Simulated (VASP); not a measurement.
Tc: single point with RPBE

The system is Tc.

```
Tc
1.0
     0.00000    1.95000    1.95000
     1.95000    0.00000    1.95000
     1.95000    1.95000    0.00000
Tc
1
Direct
  0.00000 0.00000 0.00000
```

This isn't the form of Tc at room conditions, which is hcp.

* Program: VASP 6.6.1
* Task: single point
* Functional: RPBE
* Potentials or basis: VASP PAW PBE potentials, release 64 (Tc_pv)
* Cutoff: 520 eV
* k mesh: 12 × 12 × 12
* Occupations: gaussian, width 0.05 eV
* Spin: no spin polarisation

* Pressure: -3.0 GPa
* Band gap on the k mesh: none (metal or under the smearing width)

Levels at points of the mesh, in eV from the Fermi level:
```csv
k point,band 4,band 5,band 6,band 7,band 8,band 9,band 10
"(0.00, 0.00, 0.00)",-7.40,-1.78,-1.78,-1.78,0.72,0.72,13.94
"(0.50, 0.00, 0.00)",-5.41,-1.94,-1.94,1.13,2.64,2.64,10.31
"(0.50, 0.50, 0.00)",-5.74,-5.17,2.59,3.18,3.18,3.68,12.79
```

Run time: 7 s on 1 thread of AMD EPYC 9R45 (Zen 5), with other jobs on the host, peak memory 0.1 GiB.

Caveat: the PAW data sets were made with another functional, which shifts forces and pressure a little.
